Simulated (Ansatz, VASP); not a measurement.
# CaSe in VASP and in Ansatz

```xyz
2
Lattice="3.8296 0.0000 0.0000 0.0000 3.8296 0.0000 0.0000 0.0000 3.8296" Properties=species:S:1:pos:R:3 pbc="T T T"
Ca    0.0000    0.0000    0.0000
Se    1.9148    1.9148    1.9148
```

Change from the starting cell: hydrostatic strain +5.4%.

Alike in both runs: task single point; functional PBE; k mesh 8 × 8 × 8; occupations fermi-dirac, width 0.02 eV; no spin polarisation.

```csv
,VASP,Ansatz
version,VASP 6.6.1,Ansatz 0.2.0
potentials or method,"VASP PAW PBE potentials, release 64 (Ca_sv, Se)","plane waves, PAW"
plane-wave cutoff (eV),520,420
valence electrons in the cell,16,26
```

Ansatz gave:

* gap on the k mesh at the Fermi level (eV): 0.96
* pressure (GPa): -5.4

Estimate VASP's values.

gap on the k mesh at the Fermi level (eV): 0.95; pressure (GPa): -5.3.

The functional is the same, so the differences come from potentials, cutoffs and numerics. The two sets of potentials don't hold the same shells in valence.

A k mesh can miss the band edges.
